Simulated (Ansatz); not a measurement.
Se, DFT, PBEsol, PAW with Ansatz's default frozen-core files, scalar-relativistic (Ansatz 0.2.0), run on 1 thread of Arm Neoverse V2 on a shared host.

The cell is COD entry 9012501, as deposited and not checked against the literature; nothing was relaxed. The listed cell was then made from it by scaling, straining or moving an atom.

Command: `ansatz run input.yaml --threads 1 --pin off --max-ram 6144MiB --backend cpu --events-out ev --progress --plain --runs-dir out`

```yaml
crystal:
  lattice:
    - [4.2352139504, 0.0, 0.0]
    - [-2.1176069753, 3.6678028716, 0.0]
    - [0.0, 0.0, 4.9536]
  atoms:
    - { symbol: Se, position: [0.2254, 0.0, 0.3333333333] }
    - { symbol: Se, position: [0.0, 0.2254, 0.6666666667] }
    - { symbol: Se, position: [0.7746, 0.7746, 0.0] }
kpoints:
  mp_grid: { grid: [6, 6, 5] }
scf:
  occupations: { method: fermi_dirac, width: 0.03 }
hamiltonian:
  xc: pbesol
  pseudopotentials: { kind: paw }
output:
  forces: true
  stress: true
  eigenvalues: true
  efg: { contact_densities: true }
```

(1) How large is the problem that the program sets up?

(2) About how long does it take, and how much memory does it use?

(3) And the same cell and mesh by crystal-made all-electron datasets, asked for forces, stress, eigenvalues, efg, on the same hardware?

## Answers

(1) 27 irreducible k-points, 1499 plane waves at Γ, 29 bands.

(2) 4.9 s of wall time for 6 SCF iterations, with a peak of 0.33 GiB. Times on shared machines scatter by tens of per cent.

(3) 5.2 s, peak memory 0.38 GiB.
